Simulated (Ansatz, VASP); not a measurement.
V in VASP and in Ansatz

```
CELL_PARAMETERS angstrom
-1.51294 1.51294 1.51294
1.51294 -1.51294 1.51294
1.51294 1.51294 -1.51294
ATOMIC_POSITIONS crystal
V 0.00000 0.00000 0.00000
```

Alike in both runs: task single point; functional LDA; k mesh 8 × 8 × 8; occupations gaussian, width 0.1 eV; no spin polarisation.

```csv
,VASP,Ansatz
version,VASP 6.6.1,Ansatz 0.2.0
potentials or method,"VASP PAW LDA potentials, release 64 (V_sv)","scalar-relativistic, plane waves, PAW"
plane-wave cutoff (eV),520,420
valence electrons in the cell,13,13
```

Ansatz gave:

- gap on the k mesh at the Fermi level (eV): none
- pressure (GPa): -18.5

Q: What did VASP give for the same quantities?

A: gap on the k mesh at the Fermi level (eV): none; pressure (GPa): -18.1.

A gap of «none» marks a metal or a gap that the smearing closes. Ansatz warned: «pseudo_functional_mismatch».

Caveats: the k mesh is coarse (spacing up to 0.37 Å⁻¹), so the values aren't converged; so large a pressure means that the cell lies far from this level's equilibrium, or that cutoff or potentials fall short (VASP).
